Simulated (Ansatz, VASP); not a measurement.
**TiPt3 in VASP and in Ansatz**

Contents of INCAR:

```
  ALGO = Fast
  EDIFF = 1E-6
  ENCUT = 520
  GGA = PS
  ISIF = 2
  ISMEAR = -1
  LASPH = T
  LCHARG = F
  LREAL = F
  LWAVE = F
  NBANDS = 29
  NELM = 60
  PREC = Accurate
  SIGMA = 0.05
```

The input KPOINTS:

```
k-points
0
Gamma
  7 7 7
```

File POSCAR:

```
TiPt3
1.0
    3.8970000000      0.0000000000      0.0000000000
    0.0000000000      3.8970000000      0.0000000000
    0.0000000000      0.0000000000      3.8970000000
Pt Ti
3 1
Direct
    0.4932930000      0.4955640000      0.0106690000
    0.5038130000     -0.0077050000      0.4867390000
    0.0085140000      0.5096900000      0.5090040000
   -0.0130100000      0.0053160000      0.0044800000
```

Contents of input.yaml:

```yaml
crystal:
  lattice:
    - [3.897, 0.0, 0.0]
    - [0.0, 3.897, 0.0]
    - [0.0, 0.0, 3.897]
  atoms:
    - { symbol: Pt, position: [0.493293, 0.495564, 0.010669] }
    - { symbol: Pt, position: [0.503813, -0.007705, 0.486739] }
    - { symbol: Pt, position: [0.008514, 0.50969, 0.509004] }
    - { symbol: Ti, position: [-0.01301, 0.005316, 0.00448] }
kpoints:
  mp_grid: { grid: [7, 7, 7] }
scf:
  occupations: { method: fermi_dirac, width: 0.05 }
hamiltonian:
  xc: pbesol
  pseudopotentials: { kind: all_electron, lapw: { basis_error: 0.001 } }
output:
  forces: true
  stress: true
  eigenvalues: true
  populations: true
```

Change from the starting cell: atoms moved at random, drawn with an rms of 0.05 Å.

Alike in both runs: task single point; functional PBEsol; k mesh 7 × 7 × 7; occupations fermi-dirac, width 0.05 eV; no spin polarisation.

|  | VASP | Ansatz |
| --- | --- | --- |
| version | VASP 6.6.1 | Ansatz 0.2.0 |
| potentials or method | VASP PAW PBE potentials, release 64 (Pt, Ti_sv) | all-electron LAPW, scalar-relativistic |
| plane-wave cutoff (eV) | 520 | see its input |

|  | VASP | Ansatz | Ansatz less VASP |
| --- | --- | --- | --- |
| gap on the k mesh at the Fermi level (eV) | none | none | - |
| pressure (GPa) | 1.2 | 1.4 | +0.18 |
| largest component of the traceless stress (GPa) | 0.31 | 0.23 | -0.083 |
| rms of the force components (eV/Å) | 0.445 | 0.446 | +0.0016 |

Atom by atom the forces differ by 0.004 eV/Å (rms over components). A gap of «none» marks a metal or a gap that the smearing closes. Ansatz ran all-electron here, so the differences hold the error of VASP's frozen core and of both bases.

Caveats: the PAW data sets were made with another functional, which shifts forces and pressure a little (VASP). Spin-orbit coupling is left out, which matters for the levels of Pt.
